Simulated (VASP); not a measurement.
A run of VASP 6.6.1 is set up as follows.

Contents of INCAR:

```
SYSTEM = Ag
PREC = Accurate
ENCUT = 520
EDIFF = 1E-6
ISMEAR = 0
SIGMA = 0.15
LREAL = .FALSE.
LASPH = .TRUE.
NELM = 100
ALGO = Fast
ISIF = 2
LWAVE = .FALSE.
LCHARG = .TRUE.
GGA = PS
LELF = .TRUE.
LVHAR = .TRUE.
NBANDS = 12
```

File KPOINTS:

```
Automatic mesh
0
G
  20 20 20
  0 0 0
```

File POSCAR:

```
Ag
1.0
   -1.5728713000      1.5728713000      1.6556540000
    1.5728713000     -1.5728713000      1.6556540000
    1.5728713000      1.5728713000     -1.6556540000
Ag
1
Direct
    0.0000000000      0.0000000000      0.0000000000
```

Potentials or basis: VASP PAW PBE potentials, release 64 (Ag).

Run with:

```sh
$ cat potpaw_PBE.64/Ag/POTCAR > POTCAR
$ mpirun -np 1 vasp_std > vasp.out
```

Problem. What does it give for the band gap on the k mesh?

Solution. None (metal or under the smearing width).

Problem. Estimate the pressure.

Solution. 2.7 GPa.

Stress tensor (GPa, compression positive):
```
2.41 0.00 0.00
0.00 2.41 0.00
0.00 0.00 3.42
```

Caveat: the PAW data sets were made with another functional, which shifts forces and pressure a little.
